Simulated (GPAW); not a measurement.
Runs of GPAW 26.7.0 on GaAs. The structure is cubic, space group F-43m (No. 216). Conventional cell: a = 5.654 Å, b = 5.654 Å, c = 5.654 Å, α = 90.00°, β = 90.00°, γ = 90.00°. Around As (site symmetry -43m) lie 4 Ga at 2.45 Å. Around Ga (site symmetry -43m) lie 4 As at 2.45 Å. 

```tsv
task	level	potentials or basis	spin	cell	k mesh	cutoff (eV)	smearing	maxiter	band path	band points	random start of the orbitals	mixer	mesh quality	gap on the mesh (eV)	pressure (GPa)
band structure	LDA	the program's PAW data sets (release 1.2.1) made for this functional, pw	non-collinear, zero start, SOC	as given	4 × 4 × 4	600	fermi-dirac 0.05 eV	150	GXWKGLUWLK,UX	80	-	-	coarse	0.22	-
electron localisation function	r2SCAN	GPAW PAW data sets (gpaw-data 1.2.1), pw	off	as given	5 × 5 × 5	510	fermi-dirac 0.01 eV	150	-	-	yes	pulay beta=0.02 nmaxold=8 weight=100.0	coarse	(a)	1.1
single point	LDA	the program's PAW data sets (release 1.2.1) made for this functional, pw	off	volume scaled by 1.08	7 × 7 × 7	450	fermi-dirac 0.05 eV	80	-	-	-	-	not flagged	(b)	-5.4
band structure	vdW-DF-cx	GPAW PAW data sets (gpaw-data 1.2.1), pw	SOC, no magnetisation	as given	8 × 8 × 8	600	fermi-dirac 0.05 eV	150	GXWKGLUWLK,UX	60	-	-	not flagged	0.47	-
```

Problem. Fill in the values left out.

Solution. (a) 1.07; (b) none.

Caveats: some runs use coarse meshes; this program's spin-orbit splittings come out too wide for heavy elements (some runs); the cutoff is short for stress and forces, so pressures can be off by a GPa or more (some runs); the PAW data sets were made with another functional, which shifts forces and pressure a little (some runs); an odd mesh through Γ misses points on the zone boundary, where band edges often lie (some runs); spin-orbit coupling was added after a scalar SCF, so levels and gaps hold it while energy, forces, pressure and moments don't (some runs).

A k mesh can miss the band edges, and rows without SOC leave out spin-orbit coupling on As, Ga.
